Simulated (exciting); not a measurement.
# NaH (Pm-3m) in exciting: further runs

One crystal, NaH, is run at these levels: PBE, PBEsol; tasks: single point.

All numbers are computed with exciting (release sodium); they aren't measurements. Logs are shortened: lines on timing, memory, paths and dates and some standing lists are left out, and cuts for length are marked.

## Step 1: The crystal as given

Symmetry: Pm-3m, No. 221, cubic system. Conventional cell: a = 2.955 Å, b = 2.955 Å, c = 2.955 Å, α = 90.00°, β = 90.00°, γ = 90.00°. Na (site symmetry m-3m) is surrounded by 8 H at 2.56 Å. H (site symmetry m-3m) is surrounded by 8 Na at 2.56 Å.

The cell comes from a database or a generator and needn't be the stable form of this composition.

## Step 2: Single point, PBE

The input, input.xml:

```xml
<input>
  <title>NaH</title>
  <structure speciespath="./" tshift="false">
    <crystal scale="1">
      <basevect>5.584375024309 0.000000000000 0.000000000000</basevect>
      <basevect>0.000000000000 5.584375024309 0.000000000000</basevect>
      <basevect>0.000000000000 0.000000000000 5.584375024309</basevect>
    </crystal>
    <species speciesfile="Na.xml" rmt="2">
      <atom coord="0.000000000000 0.000000000000 0.000000000000"/>
    </species>
    <species speciesfile="H.xml" rmt="1.1">
      <atom coord="0.500000000000 0.500000000000 0.500000000000"/>
    </species>
  </structure>
  <groundstate do="fromscratch" ngridk="9 9 9" rgkmax="5" gmaxvr="14" lmaxapw="10" lmaxmat="10" lmaxvr="8" xctype="GGA_PBE" stype="Gaussian" swidth="0.00073499" nempty="10" ValenceRelativity="zora" epsengy="1e-05" epspot="1e-05" maxscl="60" tforce="true" outputlevel="normal"/>
</input>
```

Potentials or basis: all-electron LAPW+lo, shipped species files, valence relativity zora.

Run with:

```console
OMP_NUM_THREADS=1 exciting_smp
```

INFO.OUT:

```text
================================================================================
EXCITING SODIUM started
All units are atomic (Hartree, Bohr, etc.)
================================================================================

********************************************************************************
* Ground-state run starting from atomic densities                              *
********************************************************************************

++++++++++++++++++++++++++++++++++++++++++++++++++++++++++++++++++++++++++++++++
+ Starting initialization                                                      +
++++++++++++++++++++++++++++++++++++++++++++++++++++++++++++++++++++++++++++++++

 Lattice vectors (cartesian) :
      5.5843750243      0.0000000000      0.0000000000
      0.0000000000      5.5843750243      0.0000000000
      0.0000000000      0.0000000000      5.5843750243

 Reciprocal lattice vectors (cartesian) :
      1.1251367037      0.0000000000      0.0000000000
      0.0000000000      1.1251367037      0.0000000000
      0.0000000000      0.0000000000      1.1251367037

 Unit cell volume                           :     174.1501000220
 Brillouin zone volume                      :       1.4243472350

 Species :    1 (Na)
     parameters loaded from                 :    Na.xml
     name                                   :    sodium
     nuclear charge                         :     -11.00000000
     electronic charge                      :      11.00000000
     atomic mass                            :   41907.78700000
     muffin-tin radius                      :       2.00000000
     # of radial points in muffin-tin       :     300

     atomic positions (lattice) :
       1 :   0.00000000  0.00000000  0.00000000

 Species :    2 (H)
     parameters loaded from                 :    H.xml
     name                                   :    hydrogen
     nuclear charge                         :      -1.00000000
     electronic charge                      :       1.00000000
[... 63 lines left out ...]
+ Self-consistent loop started                                                 +
++++++++++++++++++++++++++++++++++++++++++++++++++++++++++++++++++++++++++++++++
 Density and potential initialised from atomic data

++++++++++++++++++++++++++++++++++++++++++++++++++++++++++++++++++++++++++++++++
+ SCF iteration number :    1                                                  +
++++++++++++++++++++++++++++++++++++++++++++++++++++++++++++++++++++++++++++++++
 Total energy                               :      -162.54802388
 _______________________________________________________________
 Fermi energy                               :         0.03442806
 Kinetic energy                             :       163.53087896
 Coulomb energy                             :      -311.31977750
 Exchange energy                            :       -14.34517407
 Correlation energy                         :        -0.41395128
[... 508 lines left out ...]
 RMS change in effective potential (target) :  0.927207E-06  ( 0.100000E-04)
 Absolute change in total energy   (target) :  0.226679E-05  ( 0.100000E-04)
 Charge distance                   (target) :  0.228892E-07  ( 0.100000E-04)
 Abs. change in max-nonIBS-force   (target) :   0.00000      ( 0.500000E-04)

++++++++++++++++++++++++++++++++++++++++++++++++++++++++++++++++++++++++++++++++
| Convergency criteria checked for the last 2 iterations                       +
| Convergence targets achieved. Performing final SCF iteration                 +
++++++++++++++++++++++++++++++++++++++++++++++++++++++++++++++++++++++++++++++++
 Total energy                               :      -163.02215362
 _______________________________________________________________
 Fermi energy                               :         0.07698496
 Kinetic energy                             :       163.09116332
 Coulomb energy                             :      -311.37089394
 Exchange energy                            :       -14.32415529
 Correlation energy                         :        -0.41826772
[... 14 lines left out ...]
 Estimated fundamental gap                  :         0.05571572
        valence-band maximum at   35      0.4444  0.4444  0.4444
     conduction-band minimum at    5      0.4444  0.0000  0.0000

++++++++++++++++++++++++++++++++++++++++++++++++++++++++++++++++++++++++++++++++
+ Self-consistent loop stopped                                                 +
++++++++++++++++++++++++++++++++++++++++++++++++++++++++++++++++++++++++++++++++
 STATE.OUT is written

--------------------------------------------------------------------------------
- Writing atomic positions and forces                                          -
--------------------------------------------------------------------------------

 Atomic positions (lattice) :
 atom     1  Na  :     0.00000000    0.00000000    0.00000000
 atom     2   H  :     0.50000000    0.50000000    0.50000000

 Total atomic forces including IBS (cartesian) :
 atom     1  Na  :     0.00000000    0.00000000    0.00000000
 atom     2   H  :    -0.00000000   -0.00000000   -0.00000000

 Atomic force components including IBS (cartesian) :
 atom     1  Na  :     0.00000000   -0.00000000   -0.00000000   HF force
                 :    -0.00000000    0.00000000    0.00000000   core correction
                 :    -0.00000000    0.00000000    0.00000000   IBS correction
 atom     2   H  :    -0.00000000    0.00000000    0.00000000   HF force
                 :     0.00000000    0.00000000    0.00000000   core correction
                 :     0.00000000   -0.00000000   -0.00000000   IBS correction

********************************************************************************
* Groundstate module stopped                                                   *
********************************************************************************

--------------------------------------------------------------------------------
- CAUTION! Warnings have been written in file WARNING.OUT !                    -
--------------------------------------------------------------------------------
================================================================================
| EXCITING SODIUM stopped                                                      =
================================================================================
```

WARNINGS.OUT:

```text
Inversion symmetry is present. Consider using input%groundstate%solver%type = "inversionsymmetry"
```

Run time: 49 s. Hardware: 1 thread of Arm Neoverse V2, shared host; peak memory 0.12 GiB.

Results:

```
Free energy                                       : -4436.0588 eV
Band gap on the k mesh                            : 1.52 eV, indirect (least direct gap 4.82 eV)
All electrons inside the program's atomic spheres : Na 9.94; H 0.50 (radii Na 2.0, H 1.1 bohr)
```

Caveat: an odd mesh through Γ misses points on the zone boundary, where band edges often lie.

## Step 3: Single point, PBEsol

Edit input.xml of step 2 so:

```diff
@@ -15,3 +15,3 @@
   </structure>
-  <groundstate do="fromscratch" ngridk="9 9 9" rgkmax="5" gmaxvr="14" lmaxapw="10" lmaxmat="10" lmaxvr="8" xctype="GGA_PBE" stype="Gaussian" swidth="0.00073499" nempty="10" ValenceRelativity="zora" epsengy="1e-05" epspot="1e-05" maxscl="60" tforce="true" outputlevel="normal"/>
+  <groundstate do="fromscratch" ngridk="9 9 9" rgkmax="5" gmaxvr="14" lmaxapw="10" lmaxmat="10" lmaxvr="8" xctype="GGA_PBE_SOL" stype="Gaussian" swidth="0.00183747" nempty="10" ValenceRelativity="zora" epsengy="1e-05" epspot="1e-05" maxscl="60" tforce="true" outputlevel="normal"/>
 </input>
```

Potentials or basis: all-electron LAPW+lo, shipped species files, valence relativity zora.

Run with:

```console
OMP_NUM_THREADS=1 exciting_smp
```

INFO.OUT:

```text
================================================================================
EXCITING SODIUM started
[... 10 lines left out ...]

 Lattice vectors (cartesian) :
      5.5843750243      0.0000000000      0.0000000000
      0.0000000000      5.5843750243      0.0000000000
      0.0000000000      0.0000000000      5.5843750243

 Reciprocal lattice vectors (cartesian) :
      1.1251367037      0.0000000000      0.0000000000
      0.0000000000      1.1251367037      0.0000000000
      0.0000000000      0.0000000000      1.1251367037

 Unit cell volume                           :     174.1501000220
 Brillouin zone volume                      :       1.4243472350

 Species :    1 (Na)
     parameters loaded from                 :    Na.xml
     name                                   :    sodium
     nuclear charge                         :     -11.00000000
     electronic charge                      :      11.00000000
     atomic mass                            :   41907.78700000
     muffin-tin radius                      :       2.00000000
     # of radial points in muffin-tin       :     300
[... 598 lines left out ...]

++++++++++++++++++++++++++++++++++++++++++++++++++++++++++++++++++++++++++++++++
| Convergency criteria checked for the last 2 iterations                       +
| Convergence targets achieved. Performing final SCF iteration                 +
++++++++++++++++++++++++++++++++++++++++++++++++++++++++++++++++++++++++++++++++
 Total energy                               :      -162.62739645
 _______________________________________________________________
 Fermi energy                               :         0.07477942
 Kinetic energy                             :       162.62063668
 Coulomb energy                             :      -310.92446317
 Exchange energy                            :       -13.83184995
 Correlation energy                         :        -0.49172001
[... 14 lines left out ...]
 Estimated fundamental gap                  :         0.04748531
        valence-band maximum at   35      0.4444  0.4444  0.4444
     conduction-band minimum at    5      0.4444  0.0000  0.0000

++++++++++++++++++++++++++++++++++++++++++++++++++++++++++++++++++++++++++++++++
+ Self-consistent loop stopped                                                 +
++++++++++++++++++++++++++++++++++++++++++++++++++++++++++++++++++++++++++++++++
 STATE.OUT is written

--------------------------------------------------------------------------------
- Writing atomic positions and forces                                          -
--------------------------------------------------------------------------------

 Atomic positions (lattice) :
 atom     1  Na  :     0.00000000    0.00000000    0.00000000
 atom     2   H  :     0.50000000    0.50000000    0.50000000

 Total atomic forces including IBS (cartesian) :
 atom     1  Na  :    -0.00000000   -0.00000000   -0.00000000
 atom     2   H  :     0.00000000    0.00000000    0.00000000

 Atomic force components including IBS (cartesian) :
 atom     1  Na  :     0.00000000   -0.00000000    0.00000000   HF force
                 :     0.00000000    0.00000000   -0.00000000   core correction
                 :     0.00000000    0.00000000    0.00000000   IBS correction
 atom     2   H  :    -0.00000000    0.00000000   -0.00000000   HF force
                 :     0.00000000    0.00000000    0.00000000   core correction
                 :    -0.00000000    0.00000000    0.00000000   IBS correction

********************************************************************************
[... 7 lines left out ...]
| EXCITING SODIUM stopped                                                      =
================================================================================
```

It took 49 s on 1 thread of Arm Neoverse V2, shared host; peak memory 0.12 GiB.

What came out:

```yaml
Free_energy: -4425.3169 eV
Band_gap_on_the_k_mesh: 1.29 eV, indirect (least direct gap 4.70 eV)
All_electrons_inside_the_program's_atomic_spheres: Na 9.94; H 0.49 (radii Na 2.0, H 1.1 bohr)
```

Caveat: an odd mesh through Γ misses points on the zone boundary, where band edges often lie. As with any semilocal functional, this PBEsol gap is likely too small.
